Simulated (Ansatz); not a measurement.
Level of theory: DFT PBE, scalar-relativistic, plane waves, PAW in Ansatz 0.2.0. All cells share a 420 eV cutoff and Γ-centred k meshes spaced at most about 0.3 Å⁻¹ (about 0.25 or finer for metals, 2π included). No spin polarisation.

These are static total energies at zero pressure.

Two forms of CdSe4 were relaxed alike.

A.

```
Cd Se
1.0
     4.07378    0.00000    0.00000
     0.00000    8.26913    0.00000
     0.00000    0.00000    5.49780
Cd Se
1 4
Direct
  0.50000 0.00000 0.64297
  0.00000 0.84933 0.11886
  0.00000 0.15066 0.11886
  0.00000 0.21562 0.54438
  0.00000 0.78438 0.54438
```

B.

```
Cd Se
1.0
     2.00565    1.15796    8.32319
    -2.00565    1.15796    8.32319
     0.00000   -2.31593    8.32319
Cd Se
1 4
Direct
  0.00000 0.00000 0.00000
  0.39812 0.39812 0.39812
  0.80479 0.80479 0.80479
  0.19521 0.19521 0.19521
  0.60188 0.60188 0.60188
```

Question: Which would you expect to be lower, and how large is the difference?

Answer: B is lower, by 14 meV/atom. A has space group Pmm2 (No. 25), 37.0 Å³/atom and no gap on its mesh; B has space group R-3m (No. 166), 23.2 Å³/atom and no gap. Counting Se atoms around Cd (those within 1.25 times the shortest such distance or 1.15 times the sum of covalent radii, 1.27 where that leaves under three), A has Cd 4 and B has Cd 6. A holds Se–Se units of three or more atoms (shortest 2.40 Å); in B the shortest Se–Se distance is 2.72 Å, near bonding range too. In A, Cd has 4 Se at 2.76 Å; Se on its first site has 2 Se at 2.40–2.49 Å; Se on its second site is surrounded by 1 Se at 2.40 Å and 2 Cd at 2.76 Å. In B, around Cd lie 6 Se at 2.82 Å; Se on its first site has 3 Cd at 2.82 Å and 3 Se at 2.95 Å; Se on its second site has 3 Se at 2.72 Å and 3 Se at 2.95 Å. Both come from invented guesses. The lowest form computed isn't among them: it has space group P2_1/c (No. 14), 29.9 Å³/atom and lies 24 meV/atom below the best shown.

For metals, differences of a few meV/atom aren't resolved. Weakly bound directions are ill-defined at this level, which has no dispersion term (Pmm2), and this can change margins and order among such cells. Cells relaxed within their symmetry can be saddle points. Some structure types and database cells were kept out of the candidates from the start, so a known form may be missing.
